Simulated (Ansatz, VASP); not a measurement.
FeO in VASP and in Ansatz

File INCAR:

```
ALGO = Normal ; EDIFF = 1E-6
ENCUT = 520 ; GGA = PE
ISIF = 2 ; ISMEAR = -1
ISPIN = 2 ; LASPH = T
LCHARG = F ; LMAXMIX = 4
LORBIT = 11 ; LREAL = F
LWAVE = F ; MAGMOM = 4.5 0
NBANDS = 18 ; NELM = 150
PREC = Accurate ; SIGMA = 0.05
```

KPOINTS

```
k-points
0
Gamma
  10 10 10
```

POSCAR

```
FeO
1.0
    0.0000000000      2.3818830800      2.3818830800
    2.3818830800      0.0000000000      2.3818830800
    2.3818830800      2.3818830800      0.0000000000
Fe O
1 1
Direct
    0.0000000000      0.0000000000      0.0000000000
    0.2500000000      0.2500000000      0.2500000000
```

input.yaml

```yaml
crystal:
  lattice:
    - [0.0, 2.38188308, 2.38188308]
    - [2.38188308, 0.0, 2.38188308]
    - [2.38188308, 2.38188308, 0.0]
  atoms:
    - { symbol: Fe, position: [0.0, 0.0, 0.0], spin: 4.5 }
    - { symbol: O, position: [0.25, 0.25, 0.25] }
hamiltonian:
  xc: pbe
  pseudopotentials: { kind: paw }
magnetization:
  spin_polarized: true
kpoints:
  mp_grid: { grid: [10, 10, 10] }
scf:
  occupations: { method: fermi_dirac, width: 0.05 }
output:
  forces: true
  stress: true
  eigenvalues: true
```

The cell comes from a database or a generator and needn't be the stable form of this composition.

Alike in both runs: task single point; functional PBE; k mesh 10 × 10 × 10; occupations fermi-dirac, width 0.05 eV; collinear spin.

|  | VASP | Ansatz |
| --- | --- | --- |
| version | VASP 6.6.1 | Ansatz 0.2.0 |
| potentials or method | VASP PAW PBE potentials, release 64 (Fe, O) | Ansatz PAW |
| plane-wave cutoff (eV) | 520 | 420 |
| valence electrons in the cell | 14 | 22 |

VASP gave:

| Item | Value |
| --- | --- |
| gap on the k mesh at the Fermi level (eV) | none |
| pressure (GPa) | -11.8 |
| net moment per atom (μB) | 2.01 |
| size of the moment on the site where the two differ most (μB) | 3.62 |

Problem. Estimate Ansatz's values.

Solution. gap on the k mesh at the Fermi level (eV): none; pressure (GPa): -11.9; net moment per atom (μB): 2.01; size of the moment on the site where the two differ most (μB): 3.38.

Site moments also hang on the region over which each program counts them. A gap of «none» marks a metal or a gap that the smearing closes. The two sets of potentials don't hold the same shells in valence.

Caveats: a cell with one magnetic atom can't hold antiferromagnetic order, which such compounds often take; semilocal functionals often make such compounds metallic where correlation or magnetic order opens a gap, which also shifts bond lengths; the pressure holds a Pulay correction of +0.5 GPa for the finite cutoff (Ansatz). With open d or f shells a metallic result of PBE can be an artefact of self-interaction; +U or a hybrid may open a gap.
